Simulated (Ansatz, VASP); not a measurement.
One calculation of KF, two programs

Contents of INCAR:

```
SYSTEM = KF
  PREC = Accurate
  ENCUT = 520
  EDIFF = 1E-6
  ISMEAR = 0
  SIGMA = 0.01
  LREAL = .FALSE.
  LASPH = .TRUE.
  NELM = 100
  ALGO = Normal
  ISIF = 2
  LWAVE = .FALSE.
  LCHARG = .FALSE.
  NBANDS = 15
```

The input KPOINTS:

```
Automatic mesh
0
G
  8 8 8
  0 0 0
```

POSCAR

```
KF
1.0
    3.0678140382      0.0000000000      0.0000000000
    0.0000000000      3.0678140382      0.0000000000
    0.0000000000      0.0000000000      3.0678140382
K F
1 1
Direct
    0.0000000000      0.0000000000      0.0000000000
    0.5000000000      0.5000000000      0.5000000000
```

Input for Ansatz:

```yaml
crystal:
  lattice:
    - [3.06781403817, 0.0, 0.0]
    - [0.0, 3.06781403817, 0.0]
    - [0.0, 0.0, 3.06781403817]
  atoms:
    - { symbol: K, position: [0.0, 0.0, 0.0] }
    - { symbol: F, position: [0.5, 0.5, 0.5] }
kpoints:
  mp_grid: { grid: [8, 8, 8] }
scf:
  occupations: { method: fixed }
  convergence: { dr2_threshold: 1.0e-10 }
hamiltonian:
  xc: lda
  pseudopotentials: { kind: all_electron, lapw: { basis_error: 0.0005 } }
output:
  forces: true
  stress: true
  eigenstates:
    kpoints:
      - [0.0, 0.0, 0.0]
      - [0.0, 0.5, 0.5]
      - [0.5, 0.0, 0.5]
      - [0.5, 0.5, 0.0]
      - [-0.5, -0.5, -0.5]
      - [0.0, -0.5, 0.0]
      - [0.0, 0.0, -0.5]
      - [-0.5, 0.0, 0.0]
  eigenvalues: true
```

Alike in both runs: task single point; functional LDA; k mesh 8 × 8 × 8; no spin polarisation.

```csv
,VASP,Ansatz
version,VASP 6.6.1,Ansatz 0.2.0
potentials or method,"VASP PAW LDA potentials, release 64 (K_sv, F)","all-electron LAPW, scalar-relativistic"
plane-wave cutoff (eV),520,see its input
occupations,"gaussian, width 0.01 eV",fixed
```

Ansatz gave:

| Quantity | Value |
| --- | --- |
| gap on the k mesh at the Fermi level (eV) | 7.34 |
| pressure (GPa) | 0.8 |

Task: Estimate VASP's values.

Result: gap on the k mesh at the Fermi level (eV): 7.34; pressure (GPa): 1.2.

Ansatz ran all-electron here, so the differences hold the error of VASP's frozen core and of both bases.

A k mesh can miss the band edges. LDA gaps usually lie below the measured ones, often by a third to a half.
